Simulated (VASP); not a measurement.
**HgSe (zincblende): one PBEsol single-point calculation in two programs**

```xyz
2
Lattice="0.0000 3.0927 3.0927 3.0927 0.0000 3.0927 3.0927 3.0927 0.0000" Properties=species:S:1:pos:R:3 pbc="T T T"
Hg    0.0000    0.0000    0.0000
Se    1.5463    1.5463    1.5463
```

Each program uses its own PAW datasets. VASP's cell holds 18 valence electrons and Ansatz's 36. Ansatz's stress includes a Pulay correction; VASP's doesn't.

Cutoffs: 520 eV in VASP, 420 eV in Ansatz. k meshes: 8×8×8 and 8×8×8.

|  | VASP | Ansatz |
| --- | --- | --- |
| gap between bands v and c | 0.00 eV | 0.00 eV |
| least direct gap | 0.00 eV | 0.00 eV |
| pressure | -1.0 GPa | -1.2 GPa |

Band v is the last that the valence electrons fill when counted band by band, and c is the next. Levels in eV from the top of v, Ansatz:

```csv
point,v−1,v,c,c+1
Γ,0.00,0.00,0.00,5.49
X,-2.11,-2.11,2.69,2.99
W,-2.51,-2.25,3.44,5.06
K,-2.67,-1.73,2.83,4.40
L,-0.89,-0.89,1.03,6.21
```

VASP:

| point | v−1 | v | c | c+1 |
| --- | --- | --- | --- | --- |
| Γ | 0.00 | 0.00 | 0.00 | 5.48 |
| X | -2.12 | -2.12 | 2.67 | 2.99 |
| W | -2.52 | -2.26 | 3.44 | 5.07 |
| K | -2.68 | -1.73 | 2.82 | 4.40 |
| L | -0.89 | -0.89 | 1.02 | 6.20 |
